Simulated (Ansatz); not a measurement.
# Si on Mo (100)

The task, for Mo: prepare the clean (100) slab, then compare the adsorption sites of Si.

Program: Ansatz 0.2.0. Level of theory: DFT PBE, scalar-relativistic, plane waves, PAW. These are calculated values, not measurements.

1 further run of the same task is left out (set aside as unsound or not needed).

## (1) The system as given

Symmetry: Im-3m, No. 229, cubic system. The conventional cell has a = 3.160 Å, b = 3.160 Å, c = 3.160 Å, α = 90.00°, β = 90.00°, γ = 90.00°. Around Mo (site symmetry m-3m) lie 8 Mo at 2.74 Å.

As a file:

```cif
data_structure
_symmetry_space_group_name_H-M 'Im-3m'
_symmetry_Int_Tables_number 229
_cell_length_a 3.1604
_cell_length_b 3.1604
_cell_length_c 3.1604
_cell_angle_alpha 90.000
_cell_angle_beta 90.000
_cell_angle_gamma 90.000
_cell_volume 31.57
loop_
_atom_site_label
_atom_site_type_symbol
_atom_site_symmetry_multiplicity
_atom_site_Wyckoff_symbol
_atom_site_fract_x
_atom_site_fract_y
_atom_site_fract_z
_atom_site_occupancy
Mo1 Mo 2 a 0.00000 0.00000 0.00000 1
```

This cell was relaxed beforehand with the same method: volume 15.78 Å³/atom, gap on the mesh none (metal).

## (2) Cutting the slab

Miller indices refer to the conventional cell of the relaxed bulk, Im-3m (No. 229): a = 3.160 Å, b = 3.160 Å, c = 3.160 Å, α = 90.00°, β = 90.00°, γ = 90.00°.

A (100) slab, 6.3 Å thick as cut, with 17 Å of vacuum; its outer planes are Mo (top) and Mo (bottom).

The slab as cut. Layers, bottom to top:

| plane | atoms per cell | height over the lowest (Å) |
| --- | --- | --- |
| 1 | Mo | 0.00 |
| 2 | Mo | 1.58 |
| 3 | Mo | 3.16 |
| 4 | Mo | 4.74 |
| 5 | Mo | 6.32 |

## (3) The clean surface, relaxed

The input, input.yaml:

```yaml
crystal:
  lattice:
    - [3.1604413623, 0.0, 0.0]
    - [0.0, 3.1604413623, 0.0]
    - [0.0, 0.0, 23.3208827246]
  atoms:
    - { symbol: Mo, position: [0.5, 0.5, 0.3644802] }
    - { symbol: Mo, position: [0.0, 0.0, 0.4322401] }
    - { symbol: Mo, position: [0.5, 0.5, 0.5] }
    - { symbol: Mo, position: [0.0, 0.0, 0.5677599] }
    - { symbol: Mo, position: [0.5, 0.5, 0.6355198] }
basis:
  ecutwfc: 420
kpoints:
  mp_grid: { grid: [9, 9, 1] }
hamiltonian:
  xc: pbe
scf:
  occupations: { method: gaussian, width: 0.1 }
output:
  forces: true
  eigenvalues: true
  write_density: true
  write_potential: true
  elf: true
  volumetric_format: npy
relax:
  adjacent_minimum: "off"
  f_tol: 0.03
  max_steps: 70
  constraints: [{ sites: [0, 1] }]
efield:
  axis: 3
  dipole_correction: true
```

Command:

```sh
> ansatz run input.yaml --threads 1 --pin off --max-ram 2560MiB --backend cpu --events-out ev --progress --plain --runs-dir out
```

The session goes on with these runs: Si put at a top (Mo) site; Si put at a bridge (Mo-Mo) site; Si put at a hollow over Mo site.

Q: Predict the outcome of this session. Wanted: clean slab: work function; clean slab: dipole along +c; Si: lowest end.

The runs gave:

| quantity | value |
| --- | --- |
| clean slab: work function | 3.90 eV (top face), 4.02 eV (bottom face) |
| clean slab: dipole along +c | 0.007 e·Å per cell |
| Si: lowest end | E_ads -6.02 eV, from the hollow over Mo start, 5 bonded, 1.18 Å high |

In words: Si binds with 6.02 eV at best, a strong chemical bond when counted from the free atom, not from the element's molecule or solid; the ends span 2.01 eV. It raises the work function by 0.47 eV, as a dipole layer with its negative end outwards does. The slab runs have no spin polarisation, while the free adsorbate has its spin; a moment that survived on the surface would lower E_ads. A start on a symmetric site keeps its symmetry, so an end may be a saddle point and not a minimum.
